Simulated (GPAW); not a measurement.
# Au (Fm-3m) in GPAW: a series of runs, part 2 of 3

GPAW 26.7.0. The steps go on from the part before.

### Step 3. Band structure, PBE

The input, run.py:

```python
from ase.dft.bandgap import bandgap
from ase.io import read, write
from gpaw import GPAW

atoms = read('Au.cif')

calc = GPAW(mode='fd',
            h=0.2,
            xc='PBE',
            kpts={'size': (11, 11, 11), 'gamma': True},
            occupations={'name': 'fermi-dirac', 'width': 0.05},
            nbands=14,
            convergence={'density': 1e-05, 'energy': 1e-05},
            maxiter=150,
            txt='gpaw.txt')
atoms.calc = calc
energy = atoms.get_potential_energy()
forces = atoms.get_forces()
calc.write('gs.gpw')
write('result.traj', atoms)
print(f'Energy: {energy:.6f} eV')
print('Forces (eV/A):')
print(forces.round(4))
print('Fermi level:', round(calc.get_fermi_level(), 4), 'eV')
print(f'Gap: {bandgap(calc)[0]:.4f} eV, direct: {bandgap(calc, direct=True)[0]:.4f} eV')

path = atoms.cell.bandpath('GXWKGLUWLK,UX', npoints=80, eps=1e-4)
bs_calc = calc.fixed_density(kpts=path, symmetry='off', nbands=21,
                             convergence={'bands': 'CBM+6.0', 'eigenstates': 1e-6}, txt='bands.txt')
bs = bs_calc.band_structure()
bs.write('bs.json')
print(f'Gap on the path: {bandgap(bs_calc)[0]:.4f} eV')
```

The input, Au.cif:

```cif
data_Au
_cell_length_a 2.87792460
_cell_length_b 2.87792460
_cell_length_c 2.87792460
_cell_angle_alpha 60.00000000
_cell_angle_beta 60.00000000
_cell_angle_gamma 60.00000000
_space_group_name_H-M_alt 'P1'
_space_group_name_Hall 'P 1'
_space_group_IT_number 1
loop_
_space_group_symop_operation_xyz
'x,y,z'
loop_
_atom_site_label
_atom_site_type_symbol
_atom_site_symmetry_multiplicity
_atom_site_Wyckoff_symbol
_atom_site_fract_x
_atom_site_fract_y
_atom_site_fract_z
_atom_site_occupancy
Au1 Au 1 a 0.0000000000 0.0000000000 0.0000000000 1
```

Potentials or basis: GPAW PAW data sets (gpaw-data 1.2.1), fd.

Started as:

```console
> OMP_NUM_THREADS=1 python run.py
```

gpaw.txt:

```text
__  _  _
 | _ |_)|_||  |
 |__||  | ||/\| - 26.7.0

Input parameters:
  mode=FD(),
  convergence={'density': 1e-05, 'energy': 1e-05},
  h=0.2,
  kpts=MonkhorstPack(size=(11, 11, 11), gamma=True),
  maxiter=150,
  nbands=14,
  occupations=Occupations(name='fermi-dirac', width=0.05),
  xc=XC(name='PBE')

Diagonalizing LCAO Hamiltonian
Converting LCAO to fd mode

       Au

Atoms  # Å, Bohr magnetons
|   | symbol |        x |        y |        z |    initial magnetic moments |
|---|--------|----------|----------|----------|-----------------------------|
| 0 |     Au | 0.000000 | 0.000000 | 0.000000 | ( 0.0000,  0.0000,  0.0000) |

Unit cell  # Å
| periodic |        x |        y |        z |  lengths |    angles |
|----------|----------|----------|----------|----------|-----------|
|      yes | 2.877925 | 0.000000 | 0.000000 | 2.877925 | 60.000000 |
|      yes | 1.438962 | 2.492356 | 0.000000 | 2.877925 | 60.000000 |
|      yes | 1.438962 | 0.830785 | 2.349816 | 2.877925 | 60.000000 |

Number of symmetries: 48
[... 51 lines left out ...]

BZ-sampling:
  Number of BZ points: 1331
  Number of IBZ points: 56

  Monkhorst-Pack size: [11, 11, 11]
  Monkhorst-Pack shift: [0, 0, 0]

K-points  # in reciprocal-cell coordinates
|     |                                coordinates |     weight |
|-----|--------------------------------------------|------------|
|   0 | (  0.00000000,   0.00000000,   0.00000000) | 0.00075131 |
|   1 | (  0.09090909,   0.09090909,   0.00000000) | 0.00450789 |
|   2 | (  0.09090909,   0.09090909,   0.09090909) | 0.00601052 |
|   3 | (  0.18181818,   0.09090909,   0.09090909) | 0.00901578 |
|   4 | (  0.18181818,   0.18181818,   0.00000000) | 0.00450789 |
|   5 | (  0.18181818,   0.18181818,   0.09090909) | 0.01803156 |
|   6 | (  0.18181818,   0.18181818,   0.18181818) | 0.00601052 |
|   7 | (  0.27272727,   0.18181818,   0.09090909) | 0.01803156 |
|   8 | (  0.27272727,   0.18181818,   0.18181818) | 0.01803156 |
|   9 | (  0.27272727,   0.27272727,   0.00000000) | 0.00450789 |
| ... |                                            |            |
|  55 | (  0.45454545,   0.45454545,   0.45454545) | 0.00601052 |

Uniform wave function grid shape: (np.int64(12), np.int64(12), np.int64(12))
Spin-components: 1 (collinear spins)
Bands:           14
Projectors:      6
Spin-degeneracy: 2
Datatype:        complex128

Parallelization:
  kpt:    1
  domain: 1
  band:   1

Density:
  Valence electrons: 11.0
  Components: 1
  Grid points: [12 12 12]
  Charge: 0.0  # |e|

Potential:
  Grid points: [12 12 12]

species:
  Au:
    name:    Gold
    Z:       79.0
    valence: 11
    core:    68
    charge:  0.0  # [|e|]
    compensation charges:
      type: gauss
      rc: 0.42  # [Å]
      lmax: 2
    cutoffs:
      filter: 2.33  # [Å]
      core: 2.81  # [Å]
    projectors
    | kind |    occ | energy [eV] | rcut [Å] |
    |------|--------|-------------|----------|
    |   6s |  1.000 |      -5.728 |    1.323 |
    |   6p |  0.000 |      -0.775 |    1.323 |
    |   5d | 10.000 |      -6.891 |    1.323 |
    |    s |        |      21.484 |    1.323 |
    |    p |        |      26.436 |    1.323 |
    |    d |        |      20.321 |    1.323 |

    Using partial waves for Au as LCAO basis

Reference energy: -516598.271109  # eV

eigensolver:
  PPCG
  Converge bands: occupied
  niter=2

density mixing:
  MSR1-Mixer
  Pratt-step length: 0.05
  Maximum mixing coefficient: 0.75
  Old densities: 10
  SVD Regularization: 0.005
  Good broyden scale: 1.0
  Trust region scale: 1.0
  Backstep threshold: 4.0
  History deletion threshold: 6.0
  Fourier metric: weight=20.0, sigma=0.015

occupation numbers:
  Fermi-Dirac:
    width: 0.0500  # eV

FastPoissonSolver using
    Stencil: 12*3+1=37 point O(h^6) finite-difference Laplacian
    FFT axes: [np.int64(0), np.int64(1), np.int64(2)]
    FST axes: []

xc functional:
  name: PBE with 2 nearest neighbor stencil
interpolation: tri-quintic # 5. degree polynomial

convergence criteria:
- Maximum integral of absolute [dens]ity change: 1e-05 electrons / valence electron
- Maximum [total energy] change in last 3 cyles: 1e-05 eV / valence electron
- Maximum integral of absolute [eigenst]ate change: 4e-08 eV^2 / valence electron
maximum number of iterations: 150

SCF iterations
|iter     | |      energy | eigst |  dens |
|---------|-|-------------|-------|-------|
|iter:   1| |   -3.495175 | +0.09 |       |
|iter:   2| |   -3.446373 | -1.46 | -1.10 |
|iter:   3| |   -3.226779 | -1.26 | -1.15 |
|iter:   4| |   -3.224497 | -2.89 | -2.08 |
|iter:   5| |   -3.223724 | -3.58 | -2.37 |
|iter:   6| |   -3.223726 | -4.48 | -3.62 |
|iter:   7| |   -3.223726c| -5.30 | -4.18 |
|iter:   8| |   -3.223726c| -6.03 | -4.81 |
|iter:   9| |   -3.223726c| -6.69 | -5.29c|
|iter:  10| |   -3.223726c| -7.37 | -5.60c|
|iter:  11| |   -3.223726c| -7.67c| -5.99c|

Converged in 11 steps
Energy contributions relative to reference atoms: (reference = -516598.271109)

Energy contributions:
  Kinetic:          -4.581461
  Coulomb:           3.420592
  Zero:              0.216259
  External:          0.000000
  Xc:               -2.278364
  Entropy:          -0.001504
  Spinorbit:         0.000000
  ----------------------------
  Free energy:      -3.224479
  Extrapolated:     -3.223726

dipole moment: (-19.668285, -11.355490, -8.029544)  # |e|*Ang

Fermi level: 10.178
Eigenvalues  # (at kpt = [0.000, 0.000, 0.000])
| band index |      eig [eV] | occ [0-2] |
|------------|---------------|-----------|
|          0 |         0.195 |     2.000 |
|          1 |         5.392 |     2.000 |
|          2 |         5.392 |     2.000 |
|          3 |         5.392 |     2.000 |
|          4 |         6.931 |     2.000 |
|          5 |         6.931 |     2.000 |
|          6 |        25.925 |     0.000 |
|          7 |        29.778 |     0.000 |
|          8 |        29.780 |     0.000 |
|          9 |        29.780 |     0.000 |
|         10 |        33.807 |     0.000 |
|         11 |        38.228 |     0.000 |
|         12 |        38.228 |     0.000 |
|         13 |        38.230 |     0.000 |

No gap
No difference between direct/indirect transitions

Forces  # eV/Ang
|       x |        y |       z |
|---------|----------|---------|
| 0.00000 | -0.00000 | 0.00000 |  # Au   0

# Writing to gs.gpw (mode='')
```

stdout:

```text
Energy: -3.223726 eV
Forces (eV/A):
[[ 0. -0.  0.]]
Fermi level: 10.1778 eV
Gap: 0.0000 eV, direct: 0.0000 eV
Gap on the path: 0.0000 eV
```

bands.txt:

```text
Diagonalizing LCAO Hamiltonian
Converting LCAO to fd mode
convergence criteria:
- Maximum integral of absolute [eigenst]ate change: 1e-06 eV^2 / valence electron
maximum number of iterations: 150

SCF iterations
|iter     | |      energy | eigst |  dens |
|---------|-|-------------|-------|-------|
|iter:   1| |             | +0.18 |       |
[... 88 lines left out ...]
         [0.40277778, 0.40277778, 0.69444444],
         [0.38888889, 0.38888889, 0.72222222],
         [0.375     , 0.375     , 0.75      ],
         [0.625     , 0.25      , 0.625     ],
         [0.59375   , 0.1875    , 0.59375   ],
         [0.5625    , 0.125     , 0.5625    ],
         [0.53125   , 0.0625    , 0.53125   ],
         [0.5       , 0.        , 0.5       ]])),
  maxiter=150,
  nbands=21,
  occupations=Occupations(name='fermi-dirac', width=0.05),
  symmetry=Symmetry(point_group=False, time_reversal=False),
  xc=XC(name='PBE')
```

Run time: 48 s. Hardware: 1 thread of AMD EPYC 7B13 (Zen 3), shared host; peak memory 0.32 GiB.

Results:

- Free energy: -3.2245 eV
- Band gap along the path: none (metal or under the smearing width)

Levels at the corners of the path, in eV from the Fermi level:
```csv
point,band 1,band 2,band 3,band 4,band 5,band 6,band 7
Γ,-9.98,-4.79,-4.79,-4.79,-3.25,-3.25,15.75
X,-7.20,-6.88,-2.07,-1.69,-1.69,0.98,5.90
W,-6.09,-5.26,-5.26,-3.39,-1.69,4.91,6.35
K,-6.58,-5.96,-3.92,-2.95,-2.14,4.00,4.68
Γ,-9.98,-4.79,-4.79,-4.79,-3.25,-3.25,15.75
L,-7.43,-4.83,-4.83,-2.02,-2.02,-1.05,3.15
U,-6.58,-5.96,-3.92,-2.95,-2.14,4.00,4.68
W,-6.09,-5.26,-5.26,-3.39,-1.69,4.91,6.35
L,-7.43,-4.83,-4.83,-2.02,-2.02,-1.05,3.15
K,-6.58,-5.96,-3.92,-2.95,-2.14,4.00,4.68
U,-6.58,-5.96,-3.92,-2.95,-2.14,4.00,4.68
X,-7.20,-6.88,-2.07,-1.69,-1.69,0.98,5.90
```

Caveat: the real-space grid adds noise to forces; spin-orbit coupling is left out, which moves the levels of the heavy elements.

[end of part 2 of 3]
